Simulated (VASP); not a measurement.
# H2 in VASP: further runs

Runs on H2. Level: r2SCAN. Tasks: single point, relaxation of the atoms.

Program: VASP 6.6.1. These are calculated values, not measurements. Logs are shortened: lines on timing, memory, paths and dates and some standing lists are left out, and cuts for length are marked.

## (1) The molecule as given

The cell holds a molecule in a box, 2 atoms: a = 9.000 Å, b = 9.500 Å, c = 10.000 Å, α = 90.00°, β = 90.00°, γ = 90.00°.

## (2) Single point, r2SCAN

POSCAR reads:

```
H
1.0
    9.0000000000      0.0000000000      0.0000000000
    0.0000000000      9.5000000000      0.0000000000
    0.0000000000      0.0000000000     10.0000000000
H
2
Direct
    0.5000000000      0.5000000000      0.4629255311
    0.5000000000      0.5000000000      0.5370744689
```

INCAR.step1 reads:

```
SYSTEM = H
ALGO = Normal
EDIFF = 1E-4
ENCUT = 520
GGA = PE
ISMEAR = -1
LASPH = .TRUE.
LCHARG = .FALSE.
LREAL = .FALSE.
LWAVE = .TRUE.
NBANDS = 8
NELM = 100
PREC = Accurate
SIGMA = 0.05
```

INCAR.step2 reads:

```
SYSTEM = H
ALGO = Normal
EDIFF = 1E-7
ENCUT = 520
ISIF = 2
ISMEAR = -1
ISTART = 1
LASPH = .TRUE.
LCHARG = .FALSE.
LMIXTAU = .TRUE.
LREAL = .FALSE.
LWAVE = .FALSE.
METAGGA = R2SCAN
NBANDS = 8
NELM = 100
PREC = Accurate
SIGMA = 0.05
```

KPOINTS reads:

```
k-points
0
G
  1 1 1
  0 0 0
```

Potentials or basis: VASP PAW PBE potentials, release 64 (H).

On the command line:

```sh
$ cat potpaw_PBE.64/H/POTCAR > POTCAR
$ cp INCAR.step1 INCAR
$ mpirun -np 1 vasp_gam > vasp.out
$ cp INCAR.step2 INCAR
$ mpirun -np 1 vasp_gam > vasp.out
```

OUTCAR:

```text
SYSTEM = H
   EDIFF = 1E-7
   ENCUT = 520
   ISIF = 2
   ISMEAR = -1
   ISTART = 1
   LASPH = .TRUE.
   LREAL = .FALSE.
   METAGGA = R2SCAN
   NELM = 100
   PREC = Accurate

 ion  position               nearest neighbor table
   1  0.500  0.500  0.463-   2 0.74
   2  0.500  0.500  0.537-   1 0.74

  LATTYP: Found a simple orthorhombic cell.
 ALAT       =     9.0000000000
 B/A-ratio  =     1.0555555556
 C/A-ratio  =     1.1111111111

  Lattice vectors:

 A1 = (   9.0000000000,   0.0000000000,   0.0000000000)
 A2 = (   0.0000000000,   9.5000000000,   0.0000000000)
 A3 = (   0.0000000000,   0.0000000000,  10.0000000000)

Analysis of symmetry for initial positions (statically):
=====================================================================
 Subroutine PRICEL returns:
 Original cell was already a primitive cell.

 Routine SETGRP: Setting up the symmetry group for a
 simple orthorhombic supercell.

 Subroutine GETGRP returns: Found  8 space group operations
 (whereof  8 operations were pure point group operations)
 out of a pool of  8 trial point group operations.

The static configuration has the point symmetry D_2h.

Analysis of symmetry for dynamics (positions and initial velocities):
=====================================================================
 Subroutine PRICEL returns:
 Original cell was already a primitive cell.

 Routine SETGRP: Setting up the symmetry group for a
 simple orthorhombic supercell.

 Subroutine GETGRP returns: Found  8 space group operations
 (whereof  8 operations were pure point group operations)
 out of a pool of  8 trial point group operations.

The dynamic configuration has the point symmetry D_2h.

 Subroutine INISYM returns: Found  8 space group operations
 (whereof  8 operations are pure point group operations),
 and found     1 'primitive' translations

----------------------------------------------------------------------------------------

                                     Primitive cell

  volume of cell :     855.0000

  direct lattice vectors                    reciprocal lattice vectors
     9.000000000  0.000000000  0.000000000     0.111111111  0.000000000  0.000000000
     0.000000000  9.500000000  0.000000000     0.000000000  0.105263158  0.000000000
     0.000000000  0.000000000 10.000000000     0.000000000  0.000000000  0.100000000

  length of vectors
     9.000000000  9.500000000 10.000000000     0.111111111  0.105263158  0.100000000
[... 53 lines left out ...]
   LSORBIT =      F    spin-orbit coupling
   LASPH  =      T    aspherical Exc in radial PAW
   ENCUT  =  520.0 eV  38.22 Ry    6.18 a.u.  16.73 17.66 18.59*2*pi/ulx,y,z
   NELM   =    100;   NELMIN=  2; NELMDL=  0     # of ELM steps
   EDIFF  = 0.1E-06   stopping-criterion for ELM
   LREAL  =      F    real-space projection
   EDIFFG = 0.1E-05   stopping-criterion for IOM
   NSW    =      0    number of steps for IOM
   IBRION =     -1    ionic relax: 0-MD 1-quasi-New 2-CG
   NFREE  =      0    steps in history (QN), initial steepest desc. (CG)
   ISIF   =      2    stress and relaxation
   ISYM   =      2    0-nonsym 1-usesym 2-fastsym
   POTIM  = 0.5000    time-step for ionic-motion
   TEBEG  =    0.0;   TEEND  =   0.0 temperature during run
   PSTRESS=    0.0 pullay stress
   NELECT =       2.0000    total number of electrons
   NUPDOWN=      -1.0000    fix difference up-down
   EMIN   =  10.00;   EMAX   =-10.00  energy-range for DOS
   EFERMI =   0.00;   METHOD = LEGACY
   ISMEAR =    -1;   SIGMA  =   0.05  broadening in eV -4-tet -1-fermi 0-gaus
   EFERMI_NEDOS =   21; number of points for ismear=-14 and -15
   IALGO  =     38    algorithm
   IMIX   =      4    mixing-type and parameters
     AMIX     =   0.40;   BMIX     =  1.00
     AMIX_MAG =   1.60;   BMIX_MAG =  1.00
  volume/ion in A,a.u.               =     427.50      2884.91
  Fermi-wavevector in a.u.,A,eV,Ry     =   0.217318  0.410672  0.642565  0.047227
  Thomas-Fermi vector in A             =   0.994036
   LORBIT       =      0    0 simple, 1 ext, 2 COOP (PROOUT), +10 PAW based schemes
   METAGGA = R2SCAN    functional components
   LHFCALC =     F    Hartree Fock is set to
   AEXX    =    0.0000 exact exchange contribution
   IVDW    =     0    specifies the selected vdW correction
   LEPSILON=     F    determine dielectric tensor
   LRPA    =     F    only Hartree local field effects (RPA)
 non-spin polarized calculation
  energy-cutoff  :      520.00
  volume of cell :      855.00
 maximum number of plane-waves:     11510
 NGX is ok and might be reduce to    70
   NGX = 33   NGY = 35   NGZ = 37

 number of electron       2.0000001 magnetization

 Free energy of the ion-electron system (eV)
  ---------------------------------------------------
  ext. energy  EPLUGINS =         0.00000000
  ---------------------------------------------------
  free energy    TOTEN  =        -6.90973730 eV

  energy without entropy =       -6.90973730  energy(sigma->0) =       -6.90973730

 E-fermi :  -9.5577     XC(G=0):   0.2152

 val. band max:      -10.7801323735   @ k =   0.0000   0.0000   0.0000
 cond. band min:       0.3563967666   @ k =   0.0000   0.0000   0.0000
 fundamental gap:     11.1365291401
 Fermi energy:        -9.5576525637

 k-point     1 :       0.0000    0.0000    0.0000
  band No.  band energies     occupation
      1     -10.7801      2.00000
      2       0.3564      0.00000
      3       1.4848      0.00000
      4       1.7745      0.00000
      5       2.0055      0.00000
      6       2.0227      0.00000
      7       2.2039      0.00000
      8       2.3648      0.00000

------------------------ aborting loop because EDIFF is reached ----------------------------------------

  FORCE on cell =-STRESS in cart. coord.  units (eV):
  Direction    XX          YY          ZZ          XY          YZ          ZX
  --------------------------------------------------------------------------------------
  -------------------------------------------------------------------------------------
  Total       -0.0290383     -0.0282058     -0.0374534      0.0000000      0.0000000      0.0000000
  in kB       -0.0544146     -0.0528547     -0.0701835      0.0000000      0.0000000      0.0000000
  external PRESSURE =      -0.0591509 kB  Pullay stress =       0.0000000 kB

 VOLUME and BASIS-vectors are now :
 -----------------------------------------------------------------------------
  energy-cutoff  :      520.00
  volume of cell :      855.00
      direct lattice vectors                 reciprocal lattice vectors
     9.000000000  0.000000000  0.000000000     0.111111111  0.000000000  0.000000000
     0.000000000  9.500000000  0.000000000     0.000000000  0.105263158  0.000000000
     0.000000000  0.000000000 10.000000000     0.000000000  0.000000000  0.100000000

 POSITION                                       TOTAL-FORCE (eV/Angst)
 -----------------------------------------------------------------------------------
      4.50000      4.75000      4.62926         0.000000      0.000000      0.002769
      4.50000      4.75000      5.37074         0.000000      0.000000     -0.002769
 -----------------------------------------------------------------------------------
    total drift:                                0.000000      0.000000      0.000000

  FREE ENERGIE OF THE ION-ELECTRON SYSTEM (eV)
  ---------------------------------------------------
  free  energy   TOTEN  =        -6.9097372965 eV

  energy  without entropy=       -6.9097372964  energy(sigma->0) =       -6.90973730
```

OUTCAR.step1:

```text
SYSTEM = H
   EDIFF = 1E-4
   ENCUT = 520
   GGA = PE
   ISMEAR = -1
[... 210 lines left out ...]
      4.50000      4.75000      4.62926         0.000000      0.000000     -0.298959
      4.50000      4.75000      5.37074         0.000000      0.000000      0.298959
 -----------------------------------------------------------------------------------
    total drift:                                0.000000      0.000000      0.000000

  FREE ENERGIE OF THE ION-ELECTRON SYSTEM (eV)
  ---------------------------------------------------
  free  energy   TOTEN  =        -6.7711348633 eV

  energy  without entropy=       -6.7711348633  energy(sigma->0) =       -6.77113486
```

It took 5 min on 1 thread of AMD EPYC 9R45 (Zen 5), shared host; peak memory 0.85 GiB.

What came out:

* Free energy: -6.9097 eV
* Gap between the frontier levels: 11.14 eV

Forces on the atoms (eV/Å):
```
H    0.000  0.000  0.003
H    0.000  0.000 -0.003
```

Levels at points of the mesh, in eV from the valence-band top:
```
           k point  band 1  band 2  band 3  band 4
(0.00, 0.00, 0.00)    0.00   11.14   12.26   12.55
```

Caveat: the PAW data sets were made with another functional, which shifts forces and pressure a little.

## (3) Relaxation of the atoms, r2SCAN

POSCAR reads:

```
H
1.0
    9.0000000000      0.0000000000      0.0000000000
    0.0000000000      9.5000000000      0.0000000000
    0.0000000000      0.0000000000     10.0000000000
H
2
Direct
    0.5000000000      0.5000000000      0.4625000000
    0.5000000000      0.5000000000      0.5375000000
```

INCAR.step1 reads:

```
SYSTEM = H
  PREC = Accurate
  ENCUT = 520
  ISMEAR = -1
  SIGMA = 0.05
  LREAL = .False.
  LASPH = .True.
  NELM = 100
  GGA = PE
  ALGO = Normal
  EDIFF = 1E-4
  LWAVE = .True.
  LCHARG = .False.
```

INCAR.step2 reads:

```
SYSTEM = H
  PREC = Accurate
  ENCUT = 520
  EDIFF = 1E-6
  ISMEAR = -1
  SIGMA = 0.05
  LREAL = .False.
  LASPH = .True.
  NELM = 100
  ALGO = Normal
  ISIF = 2
  LWAVE = .False.
  LCHARG = .False.
  METAGGA = R2SCAN
  LMIXTAU = .True.
  IBRION = 2
  NSW = 80
  EDIFFG = -0.02
  ISTART = 1
```

KPOINTS reads:

```
Automatic mesh
0
Gamma
  1 1 1
  0 0 0
```

Potentials or basis: VASP PAW PBE potentials, release 64 (H).

On the command line:

```sh
$ cat potpaw_PBE.64/H/POTCAR > POTCAR
$ cp INCAR.step1 INCAR
$ mpirun -np 1 vasp_gam > vasp.out
$ cp INCAR.step2 INCAR
$ mpirun -np 1 vasp_gam > vasp.out
```

Run time: 11 min. Hardware: 1 thread of AMD EPYC 9R45 (Zen 5), shared host; peak memory 0.93 GiB.

Results (log left out):

- Free energy: -6.9097 eV
- Energy gained by relaxing: 0.7 meV/atom
- Ionic steps: 3
- Gap between the frontier levels: 11.02 eV

Step by step:
```tsv
step	energy change (eV)	largest force (eV/Å)	pressure (GPa)
1	0.0000	0.3033	-0.02
2	0.0068	0.8042	0.03
3	-0.0013	0.0003	-0.01
```

Final structure:
```cif
data_structure
_symmetry_space_group_name_H-M 'P 1'
_symmetry_Int_Tables_number 1
_cell_length_a 9.0000
_cell_length_b 9.5000
_cell_length_c 10.0000
_cell_angle_alpha 90.000
_cell_angle_beta 90.000
_cell_angle_gamma 90.000
_cell_volume 855.00
loop_
_atom_site_label
_atom_site_type_symbol
_atom_site_fract_x
_atom_site_fract_y
_atom_site_fract_z
_atom_site_occupancy
H1 H 0.50000 0.50000 0.46293 1
H2 H 0.50000 0.50000 0.53707 1
```

Levels at points of the mesh, in eV from the valence-band top:
| k point | band 1 | band 2 | band 3 | band 4 |
| --- | --- | --- | --- | --- |
| (0.00, 0.00, 0.00) | 0.00 | 11.02 | 12.16 | 12.46 |

Caveat: the PAW data sets were made with another functional, which shifts forces and pressure a little.
